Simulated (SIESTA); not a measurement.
The system is Sn.

```
Sn
1.0
    -2.94014    2.94014    1.59930
     2.94014   -2.94014    1.59930
     2.94014    2.94014   -1.59930
Sn
2
Direct
  0.00000 0.00000 0.00000
  0.75000 0.25000 0.50000
```

Base run:

- Program: SIESTA 5.4.2
- Functional: PBE
- Potentials or basis: PseudoDojo 0.4 standard (PBE files)
- Basis: DZP (energy shift 0.003 Ry; two zetas on semicore shells)
- Grid cutoff: 500 Ry
- Energy shift: 0.003 Ry
- k mesh: 9 × 9 × 9
- Occupations: fermi-dirac, width 0.05 eV
- Spin: no spin polarisation

Its results: band gap on the k mesh none (metal or under the smearing width); pressure 2.2 GPa.

**Question.** The run is repeated on the same cell with these changes: functional from PBE to PBEsol; potentials or basis from PseudoDojo 0.4 standard (PBE files) to PseudoDojo 0.4 standard (PBEsol files). What comes out?

**Answer.** Band gap on the k mesh none (metal or under the smearing width); pressure -0.6 GPa.

Caveats: the basis of atomic orbitals isn't converged, which shifts pressures, moduli and gaps.
